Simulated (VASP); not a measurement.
# GeSb4Te7 (P-3m1) in VASP: a series of runs, part 2 of 2

VASP 6.6.1. The steps go on from the part before.

## (3) Relaxation of cell and atoms, PBE

This run uses another cell than the first one, of 33.20 Å³/atom, 1.015 times its volume.

Input file INCAR:

```
ALGO = Normal
EDIFF = 1E-7
EDIFFG = -0.005
ENCUT = 300
GGA = PE
IBRION = 2
ISIF = 3
ISMEAR = 0
LASPH = T
LCHARG = F
LREAL = F
LWAVE = F
NELM = 80
NSW = 90
PREC = Accurate
SIGMA = 0.03
```

Input file KPOINTS:

```
k-points
0
Gamma
  5 5 1
```

Input file POSCAR:

```
GeSb4Te7                                
1.0
    4.3130588963      0.0000000000     -0.0000000000
   -2.1565294481      3.7352185722     -0.0000000000
    0.0000000000      0.0000000000     24.7299895409
  Ge              Sb              Te            
     1     4     7
Direct
     0.0000000000000000    0.0000000000000000    0.5000000000000000
     0.6666666699999979    0.3333333300000021    0.9195379087020434
     0.3333333300000021    0.6666666699999979    0.3495657790550026
     0.3333333300000021    0.6666666699999979    0.0804620912979566
     0.6666666699999979    0.3333333300000021    0.6504342209449975
     0.3333333300000021    0.6666666699999979    0.8502396566720943
     0.6666666699999979    0.3333333300000021    0.1497603433279059
     0.0000000000000000    0.0000000000000000    0.7191386960857106
     0.6666666699999979    0.3333333300000021    0.4315782096039366
     0.3333333300000021    0.6666666699999979    0.5684217903960633
     0.0000000000000000    0.0000000000000000    0.0000000000000000
     0.0000000000000000    0.0000000000000000    0.2808613039142895
```

Potentials or basis: VASP PAW PBE potentials, release 64 (Ge, Sb, Te).

The run is started by

```
cat potpaw_PBE.64/Ge/POTCAR potpaw_PBE.64/Sb/POTCAR potpaw_PBE.64/Te/POTCAR > POTCAR
mpirun -np 4 vasp_std > vasp.out
```

OUTCAR:

```text
EDIFF = 1E-7
   EDIFFG = -0.005
   ENCUT = 300
   GGA = PE
   IBRION = 2
   ISIF = 3
   ISMEAR = 0
   LASPH = T
   LREAL = F
   NELM = 80
   NSW = 90
   PREC = Accurate

 ion  position               nearest neighbor table
   1  0.000  0.000  0.500-   9 3.01  10 3.01  10 3.01   9 3.01   9 3.01  10 3.01
   2  0.667  0.333  0.920-   6 3.02   6 3.02   6 3.02  11 3.19  11 3.19  11 3.19
   3  0.333  0.667  0.350-  12 3.01  12 3.01  12 3.01   9 3.21   9 3.21   9 3.21
   4  0.333  0.667  0.080-   7 3.02   7 3.02   7 3.02  11 3.19  11 3.19  11 3.19
   5  0.667  0.333  0.650-   8 3.01   8 3.01   8 3.01  10 3.21  10 3.21  10 3.21
   6  0.333  0.667  0.850-   2 3.02   2 3.02   2 3.02
   7  0.667  0.333  0.150-   4 3.02   4 3.02   4 3.02
   8  0.000  0.000  0.719-   5 3.01   5 3.01   5 3.01
   9  0.667  0.333  0.432-   1 3.01   1 3.01   1 3.01   3 3.21   3 3.21   3 3.21
  10  0.333  0.667  0.568-   1 3.01   1 3.01   1 3.01   5 3.21   5 3.21   5 3.21
  11  0.000  0.000  0.000-   2 3.19   4 3.19   4 3.19   2 3.19   2 3.19   4 3.19
  12  0.000  0.000  0.281-   3 3.01   3 3.01   3 3.01

[... 194 lines left out ...]
  Total        0.0286587      0.0286587      0.0213946      0.0000000      0.0000000      0.0000000
  in kB        0.1152501      0.1152501      0.0860380      0.0000000      0.0000000      0.0000000
  external PRESSURE =       0.1055127 kB  Pullay stress =       0.0000000 kB
[... 125 lines left out ...]
--------------------------------------- Ionic step        4  -------------------------------------------

 number of electron      65.9999971 magnetization

 Free energy of the ion-electron system (eV)
  ---------------------------------------------------
  ext. energy  EPLUGINS =         0.00000000
  ---------------------------------------------------
  free energy    TOTEN  =       -44.60286568 eV

  energy without entropy =      -44.60286568  energy(sigma->0) =      -44.60286568

 E-fermi :   5.6140     XC(G=0):  -9.0134

 val. band max:        5.4694723334   @ k =   0.0000   0.0000   0.0000
 cond. band min:       6.0552757880   @ k =   0.0000   0.0000   0.0000
 fundamental gap:      0.5858034546
 Fermi energy:         5.6139751548

 k-point     1 :       0.0000    0.0000    0.0000
  band No.  band energies     occupation
      1      -7.2508      2.00000
      2      -7.1825      2.00000
      3      -6.9968      2.00000
      4      -6.6729      2.00000
      5      -6.2812      2.00000
      6      -5.6111      2.00000
[... 243 lines left out ...]
  FREE ENERGIE OF THE ION-ELECTRON SYSTEM (eV)
  ---------------------------------------------------
  free  energy   TOTEN  =       -44.6028656801 eV

  energy  without entropy=      -44.6028656801  energy(sigma->0) =      -44.60286568

 reached required accuracy - stopping structural energy minimisation
```

CONTCAR:

```text
GeSb4Te7
   1.00000000000000
     4.3136266824509883    0.0000000000000076   -0.0000000000000000
    -2.1568133411754817    3.7357102894306635   -0.0000000000000000
    -0.0000000000000000    0.0000000000000000   24.7317426243799723
  Ge              Sb              Te
     1     4     7
Direct
     0.0000000000000000    1.0000000000000000    0.5000000000000000
     0.6666666699999979    0.3333333300000021    0.9195491119784618
     0.3333333300000021    0.6666666699999979    0.3495882321362053
     0.3333333300000021    0.6666666699999979    0.0804508880215383
     0.6666666699999979    0.3333333300000021    0.6504117678637947
     0.3333333300000021    0.6666666699999979    0.8502583083678764
     0.6666666699999979    0.3333333300000021    0.1497416916321236
     0.0000000000000000    1.0000000000000000    0.7191315346549424
     0.6666666699999979    0.3333333300000021    0.4315735968260795
     0.3333333300000021    0.6666666699999979    0.5684264031739203
     0.0000000000000000    0.0000000000000000    1.0000000000000000
     1.0000000000000000    0.0000000000000000    0.2808684653450577

  0.00000000E+00  0.00000000E+00  0.00000000E+00
  0.00000000E+00  0.00000000E+00  0.00000000E+00
  0.00000000E+00  0.00000000E+00  0.00000000E+00
  0.00000000E+00  0.00000000E+00  0.00000000E+00
  0.00000000E+00  0.00000000E+00  0.00000000E+00
  0.00000000E+00  0.00000000E+00  0.00000000E+00
  0.00000000E+00  0.00000000E+00  0.00000000E+00
  0.00000000E+00  0.00000000E+00  0.00000000E+00
  0.00000000E+00  0.00000000E+00  0.00000000E+00
  0.00000000E+00  0.00000000E+00  0.00000000E+00
  0.00000000E+00  0.00000000E+00  0.00000000E+00
  0.00000000E+00  0.00000000E+00  0.00000000E+00
```

It took 19 s on 4 MPI ranks of Intel Xeon 6975P-C (Granite Rapids), shared host; peak memory 0.17 GiB.

What came out:

| Quantity | Value |
| --- | --- |
| Free energy | -44.6029 eV |
| Relaxed volume | 33.21 Å³/atom |
| Relaxed cell | a = 4.314 Å, b = 4.314 Å, c = 24.732 Å, α = 90.00°, β = 90.00°, γ = 120.00° |
| Space group after relaxing (to 0.05 Å) | P-3m1 (No. 164) |
| Energy gained by relaxing | 0.0 meV/atom |
| Ionic steps | 4 |
| Pressure after relaxing | 0.0 GPa |
| Largest force after relaxing | 0.004 eV/Å |
| Band gap on the k mesh | 0.59 eV, direct |

Forces in eV/Å, atoms in the order of the input:
```
Ge   0.000  0.000  0.000
Sb   0.000  0.000  0.002
Sb   0.000  0.000  0.002
Sb   0.000  0.000 -0.002
Sb   0.000  0.000 -0.002
Te   0.000  0.000  0.004
Te   0.000  0.000 -0.004
Te   0.000  0.000 -0.004
Te   0.000  0.000  0.001
Te   0.000  0.000 -0.001
Te   0.000  0.000  0.000
Te   0.000  0.000  0.004
```

Final structure:
```cif
data_structure
_symmetry_space_group_name_H-M 'P 1'
_symmetry_Int_Tables_number 1
_cell_length_a 4.3136
_cell_length_b 4.3136
_cell_length_c 24.7317
_cell_angle_alpha 90.000
_cell_angle_beta 90.000
_cell_angle_gamma 120.000
_cell_volume 398.54
loop_
_atom_site_label
_atom_site_type_symbol
_atom_site_fract_x
_atom_site_fract_y
_atom_site_fract_z
_atom_site_occupancy
Ge1 Ge 0.00000 0.00000 0.50000 1
Sb1 Sb 0.66667 0.33333 0.91955 1
Sb2 Sb 0.33333 0.66667 0.34959 1
Sb3 Sb 0.33333 0.66667 0.08045 1
Sb4 Sb 0.66667 0.33333 0.65041 1
Te1 Te 0.33333 0.66667 0.85026 1
Te2 Te 0.66667 0.33333 0.14974 1
Te3 Te 0.00000 0.00000 0.71913 1
Te4 Te 0.66667 0.33333 0.43157 1
Te5 Te 0.33333 0.66667 0.56843 1
Te6 Te 0.00000 0.00000 0.00000 1
Te7 Te 0.00000 0.00000 0.28087 1
```

Caveat: spin-orbit coupling is left out, which moves the levels of the heavy elements; an odd mesh through Γ misses points on the zone boundary, where band edges often lie; this functional lacks dispersion, which binds the layers, so the pressure and a relaxed spacing across them are unreliable.

## (4) Relaxation of cell and atoms, PBEsol

Input file INCAR:

```
PREC = Accurate
ENCUT = 600
EDIFF = 1E-6
ISMEAR = 0
SIGMA = 0.03
LREAL = F
LASPH = T
NELM = 80
ALGO = Normal
ISIF = 3
LWAVE = F
LCHARG = F
GGA = PS
IBRION = 2
NSW = 90
EDIFFG = -0.01
KPAR = 4
```

Input file KPOINTS:

```
regular mesh
0
Gamma
  9 9 2
```

Input file POSCAR:

```
GeSb4Te7
1.0
    4.2893002584      0.0000000000      0.0000000000
   -2.1446501292      3.7146429882      0.0000000000
    0.0000000000      0.0000000000     24.6377784500
Ge Sb Te
1 4 7
Direct
    0.0000000000      0.0000000000      0.5000000000
    0.6666666700      0.3333333300      0.9188986200
    0.3333333300      0.6666666700      0.3497515000
    0.3333333300      0.6666666700      0.0811013800
    0.6666666700      0.3333333300      0.6502485000
    0.3333333300      0.6666666700      0.8497318700
    0.6666666700      0.3333333300      0.1502681300
    0.0000000000      0.0000000000      0.7189782900
    0.6666666700      0.3333333300      0.4313943000
    0.3333333300      0.6666666700      0.5686057000
    0.0000000000      0.0000000000      0.0000000000
    0.0000000000      0.0000000000      0.2810217100
```

Potentials or basis: VASP PAW PBE potentials, release 64 (Ge_d, Sb, Te).

The run is started by

```
cat potpaw_PBE.64/Ge_d/POTCAR potpaw_PBE.64/Sb/POTCAR potpaw_PBE.64/Te/POTCAR > POTCAR
mpirun -np 4 vasp_std > vasp.out
```

It took 78 min on 4 MPI ranks of AMD EPYC 7R13 (Zen 3), shared host; peak memory 0.94 GiB.

The run converged. Its results:

```
Free energy                            : -49.2794 eV
Relaxed volume                         : 30.52 Å³/atom
Relaxed cell                           : a = 4.256 Å, b = 4.256 Å, c = 23.343 Å, α = 90.00°, β = 90.00°, γ = 120.00°
Space group after relaxing (to 0.05 Å) : P-3m1 (No. 164)
Energy gained by relaxing              : 13.0 meV/atom
Ionic steps                            : 38
Pressure after relaxing                : 0.0 GPa
Largest force after relaxing           : 0.006 eV/Å
Band gap on the k mesh                 : 0.03 eV, direct
```

Forces on the atoms (eV/Å):
```
Ge   0.000  0.000  0.000
Sb   0.000  0.000 -0.004
Sb   0.000  0.000  0.005
Sb   0.000  0.000  0.004
Sb   0.000  0.000 -0.005
Te   0.000  0.000 -0.005
Te   0.000  0.000  0.005
Te   0.000  0.000 -0.006
Te   0.000  0.000 -0.003
Te   0.000  0.000  0.003
Te   0.000  0.000  0.000
Te   0.000  0.000  0.006
```

The path:
```tsv
step	energy change (eV)	largest force (eV/Å)	pressure (GPa)	volume (Å³)
1	0.0000	0.0781	-1.55	392.56
2	-0.0502	0.3716	0.78	374.90
3	-0.0622	0.2632	0.03	380.14
4	-0.0744	0.1826	0.02	378.86
5	-0.0804	0.1299	0.01	377.14
6	-0.0865	0.1232	-0.02	376.81
7	-0.1001	0.1119	-0.14	375.81
8	-0.1060	0.2898	-0.33	373.71
9	-0.1073	0.2272	-0.28	374.36
10	-0.1119	0.2320	-0.14	372.98
11	-0.1192	0.2463	0.28	368.83
12	-0.1272	0.2159	0.22	368.61
13	-0.1436	0.1263	0.01	367.97
14	-0.1416	0.2079	-0.33	366.67
15	-0.1486	0.1009	-0.15	367.38
16	-0.1506	0.0582	0.10	365.53
17	-0.1506	0.0584	0.10	365.54
18	-0.1517	0.0502	0.02	366.00
19	-0.1521	0.0496	-0.03	366.40
20	-0.1522	0.0569	-0.05	366.56
21	-0.1530	0.0559	0.02	366.22
22	-0.1540	0.0532	0.14	365.32
23	-0.1545	0.0437	0.10	365.53
24	-0.1552	0.0227	-0.03	366.17
25	-0.1552	0.0228	-0.02	366.23
26	-0.1552	0.0241	-0.05	366.35
27	-0.1552	0.0237	-0.04	366.28
28	-0.1553	0.0210	-0.02	366.18
29	-0.1553	0.0164	0.01	365.97
30	-0.1553	0.0152	0.02	365.92
31	-0.1554	0.0124	0.00	366.00
32	-0.1554	0.0135	-0.03	366.25
33	-0.1554	0.0124	-0.02	366.21
34	-0.1555	0.0117	0.01	366.12
35	-0.1555	0.0111	0.01	366.14
36	-0.1555	0.0105	0.01	366.21
37	-0.1556	0.0120	-0.01	366.36
38	-0.1556	0.0064	0.02	366.23
```

Final structure:
```yaml
crystal:
  lattice:
    - [4.25637, 0.00000, 0.00000]
    - [-2.12819, 3.68613, 0.00000]
    - [0.00000, 0.00000, 23.34255]
  atoms:
    - { symbol: Ge, position: [0.00000, 0.00000, 0.50000] }
    - { symbol: Sb, position: [0.66667, 0.33333, 0.91608] }
    - { symbol: Sb, position: [0.33333, 0.66667, 0.34405] }
    - { symbol: Sb, position: [0.33333, 0.66667, 0.08392] }
    - { symbol: Sb, position: [0.66667, 0.33333, 0.65595] }
    - { symbol: Te, position: [0.33333, 0.66667, 0.84253] }
    - { symbol: Te, position: [0.66667, 0.33333, 0.15747] }
    - { symbol: Te, position: [0.00000, 0.00000, 0.72937] }
    - { symbol: Te, position: [0.66667, 0.33333, 0.42903] }
    - { symbol: Te, position: [0.33333, 0.66667, 0.57097] }
    - { symbol: Te, position: [0.00000, 0.00000, 0.00000] }
    - { symbol: Te, position: [0.00000, 0.00000, 0.27063] }
```

Levels at points of the mesh, in eV from the valence-band top:
```tsv
k point	band 34	band 35	band 36	band 37	band 38	band 39	band 40	band 41	band 42	band 43
(0.00, 0.00, 0.00)	-1.44	-1.41	-1.35	-0.46	-0.21	0.23	0.23	0.27	0.27	0.35
(0.00, 0.00, 0.50)	-1.38	-1.38	-1.19	-0.53	0.00	0.03	0.09	0.09	0.51	0.51
```

Caveat: the PAW data sets were made with another functional, which shifts forces and pressure a little; spin-orbit coupling is left out, which moves the levels of the heavy elements; an odd mesh through Γ misses points on the zone boundary, where band edges often lie; this functional lacks dispersion, which binds the layers, so the pressure and a relaxed spacing across them are unreliable.

## (5) Relaxation of cell and atoms, PBEsol

This run uses another cell than the first one, of 30.52 Å³/atom, 0.933 times its volume.

INCAR, as its differences from that of step 4:

```diff
@@ -2,3 +2,3 @@
 ENCUT = 600
-EDIFF = 1E-6
+EDIFF = 1E-7
 ISMEAR = 0
@@ -15,3 +15,3 @@
 NSW = 90
-EDIFFG = -0.01
+EDIFFG = -0.005
 KPAR = 4
```

KPOINTS is that of step 4.

Input file POSCAR:

```
GeSb4Te7                                
1.0
    4.2563712966      0.0000000000     -0.0000000000
   -2.1281856483      3.6861256708      0.0000000000
   -0.0000000000     -0.0000000000     23.3425519166
  Ge              Sb              Te            
     1     4     7
Direct
     0.0000000000000000    0.0000000000000000    0.5000000000000000
     0.6666666699999979    0.3333333300000021    0.9160770868808343
     0.3333333300000021    0.6666666699999979    0.3440544258918819
     0.3333333300000021    0.6666666699999979    0.0839229131191654
     0.6666666699999979    0.3333333300000021    0.6559455741081179
     0.3333333300000021    0.6666666699999979    0.8425251240591424
     0.6666666699999979    0.3333333300000021    0.1574748759408578
     0.0000000000000000    0.0000000000000000    0.7293735816785302
     0.6666666699999979    0.3333333300000021    0.4290292664369715
     0.3333333300000021    0.6666666699999979    0.5709707335630285
     0.0000000000000000    0.0000000000000000    0.0000000000000000
     0.0000000000000000    0.0000000000000000    0.2706264183214700
```

The run is started by

```
cat potpaw_PBE.64/Ge_d/POTCAR potpaw_PBE.64/Sb/POTCAR potpaw_PBE.64/Te/POTCAR > POTCAR
mpirun -np 4 vasp_std > vasp.out
```

Wall time 17 min (4 MPI ranks of AMD EPYC 7R13 (Zen 3), shared host); peak memory 0.89 GiB.

It converged, with:

| Property | Result |
| --- | --- |
| Free energy | -49.2786 eV |
| Relaxed volume | 30.53 Å³/atom |
| Relaxed cell | a = 4.257 Å, b = 4.257 Å, c = 23.349 Å, α = 90.00°, β = 90.00°, γ = 120.00° |
| Space group after relaxing (to 0.05 Å) | P-3m1 (No. 164) |
| Energy gained by relaxing | 0.0 meV/atom |
| Ionic steps | 8 |
| Pressure after relaxing | 0.0 GPa |
| Largest force after relaxing | 0.004 eV/Å |
| Band gap on the k mesh | 0.03 eV, direct |

Forces on the atoms (eV/Å):
```
Ge   0.000  0.000  0.000
Sb   0.000  0.000 -0.001
Sb   0.000  0.000  0.003
Sb   0.000  0.000  0.001
Sb   0.000  0.000 -0.003
Te   0.000  0.000 -0.001
Te   0.000  0.000  0.001
Te   0.000  0.000 -0.001
Te   0.000  0.000  0.004
Te   0.000  0.000 -0.004
Te   0.000  0.000  0.000
Te   0.000  0.000  0.001
```

Final structure:
```xyz
12
Lattice="4.2565 0.0000 0.0000 -2.1283 3.6863 0.0000 0.0000 0.0000 23.3487" Properties=species:S:1:pos:R:3 pbc="T T T"
Ge    0.0000    0.0000   11.6744
Sb    2.1283    1.2288   21.3875
Sb    0.0000    2.4575    8.0355
Sb    0.0000    2.4575    1.9612
Sb    2.1283    1.2288   15.3132
Te    0.0000    2.4575   19.6700
Te    2.1283    1.2288    3.6788
Te    0.0000    0.0000   17.0265
Te    2.1283    1.2288   10.0171
Te    0.0000    2.4575   13.3317
Te    0.0000    0.0000   23.3487
Te    2.1283    3.6863    6.3222
```

Levels at points of the mesh, in eV from the valence-band top:
```
           k point  band 35  band 36  band 37  band 38  band 39  band 40  band 41  band 42
(0.00, 0.00, 0.00)    -1.41    -1.35    -0.46    -0.21     0.22     0.22     0.28     0.28
(0.00, 0.00, 0.50)    -1.38    -1.18    -0.53     0.00     0.03     0.09     0.09     0.51
```

Caveat: the PAW data sets were made with another functional, which shifts forces and pressure a little; spin-orbit coupling is left out, which moves the levels of the heavy elements; an odd mesh through Γ misses points on the zone boundary, where band edges often lie.
